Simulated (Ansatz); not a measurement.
Write the native input for Ansatz 0.2.0 that does the following.

```yaml
Task: relaxation of cell and atoms
Functional: PBEsol
Dispersion: D4
Potentials_or_basis: Ansatz PAW
Cutoff: "420 eV (not typed: the program's choice for these potentials)"
k_mesh: 11 × 11 × 11
Occupations: fermi-dirac, width 0.05 eV
Spin: no spin polarisation
```

The system is MgO.

```
CELL_PARAMETERS angstrom
0.00000 2.09700 2.09700
2.09700 0.00000 2.09700
2.09700 2.09700 0.00000
ATOMIC_POSITIONS crystal
Mg 0.00000 0.00000 0.00000
O 0.50000 0.50000 0.50000
```

The cell is a database's computed one.

The input as run:

input.yaml

```yaml
crystal:
  lattice:
    - [0.0, 2.0970013927, 2.0970013927]
    - [2.0970013927, 0.0, 2.0970013927]
    - [2.0970013927, 2.0970013927, 0.0]
  atoms:
    - { symbol: Mg, position: [0.0, 0.0, 0.0] }
    - { symbol: O, position: [0.5, 0.5, 0.5] }
hamiltonian:
  xc: pbesol
  pseudopotentials: { kind: paw }
  dispersion: d4
kpoints:
  mp_grid: { grid: [11, 11, 11] }
scf:
  occupations: { method: fermi_dirac, width: 0.05 }
output:
  forces: true
  stress: true
relax:
  f_tol: 0.01
  max_steps: 40
  cell: { stress_tol: 0.05 }
```

Potentials or basis: Ansatz PAW.

Run with:

```console
$ ansatz run input.yaml --threads 2 --pin off --max-ram 5632MiB --backend cpu --events-out ev --progress --plain --runs-dir out
```

Results of the run:

| Quantity | Value |
| --- | --- |
| Relaxed volume | 9.25 Å³/atom |
| Relaxed cell | a = 2.969 Å, b = 2.969 Å, c = 2.969 Å, α = 60.00°, β = 60.00°, γ = 60.00° |
| Space group after relaxing (to 0.05 Å) | Fm-3m (No. 225) |
| Energy gained by relaxing | 0.0 meV/atom |
| Ionic steps | 4 |
| Pressure after relaxing | 0.0 GPa |
| Band gap on the k mesh | 4.73 eV |

Caveat: odd divisions of the mesh miss points on the zone boundary, where band edges often lie, so the gap on the mesh can be too wide; the plane-wave basis is chosen anew once the cell has moved, so the energies of steps on either side of that aren't comparable; the pressure holds a Pulay correction of +0.7 GPa for the finite cutoff; the PAW data sets come from PBE, with cores solved anew for the run's functional, which leaves a small shift of forces and pressure.

Wall time 2.6 s on 2 threads of Arm Neoverse V2, with other jobs on the host, peak memory 0.27 GiB.
